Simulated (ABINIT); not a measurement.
PbSe (Clausthalite): single point with LDA

**Experimental background.**

From a printed reference work, monograph, for a bulk crystal of PbSe at 300 K: band gap 0.28 eV (direct).

PbSe (Clausthalite):

```
Pb Se
1.0
     0.00000    3.06065    3.06065
     3.06065    0.00000    3.06065
     3.06065    3.06065    0.00000
Pb Se
1 1
Direct
  0.00000 0.00000 0.00000
  0.50000 0.50000 0.50000
```

| Property | Result |
| --- | --- |
| Program | ABINIT 10.8.3 (patched build) |
| Task | single point |
| Functional | LDA |
| Potentials or basis | PseudoDojo NC SR LDA v0.4.1 standard |
| Cutoff | 1061 eV |
| k mesh | 6 × 6 × 6 |
| Occupations | fermi-dirac, width 0.05 eV |
| Spin | no spin polarisation |

```json
{
 "Pressure": "-2.5 GPa",
 "Band gap on the k mesh": "0.19 eV, direct",
 "Valence electrons inside the program's atomic spheres": "Pb 10.06; Se 13.23"
}
```

Levels at points of the mesh, in eV from the valence-band top:
```csv
k point,band 12,band 13,band 14,band 15,band 16,band 17,band 18,band 19
"(0.00, 0.00, 0.00)",-6.43,-1.82,-1.82,-1.82,4.63,4.63,4.63,6.54
"(0.50, 0.00, 0.00)",-8.87,-1.41,-1.41,0.00,0.19,1.64,1.64,8.46
"(0.50, 0.50, 0.00)",-7.48,-4.98,-3.20,-3.20,3.68,5.53,5.53,5.97
```

Run time: 12 s on 4 MPI ranks on Arm Neoverse V2, on a shared host, peak memory 0.32 GiB a rank.

A measured gap of PbSe is 0.28 eV (direct; 300 K; a printed reference work, monograph); the calculated 0.19 eV misses it by -0.09 eV. 2 values of this kind are on record (0.15 to 0.28 eV); this one was drawn at random. Spin-orbit coupling on Pb, Se is left out. The value is that of LDA on a finite k mesh, which can miss the band edges, without temperature or zero-point motion. Semilocal functionals fall short of measured gaps as a rule.

Caveat: spin-orbit coupling is left out, which as a rule narrows the gap of such compounds by several tenths of an eV.
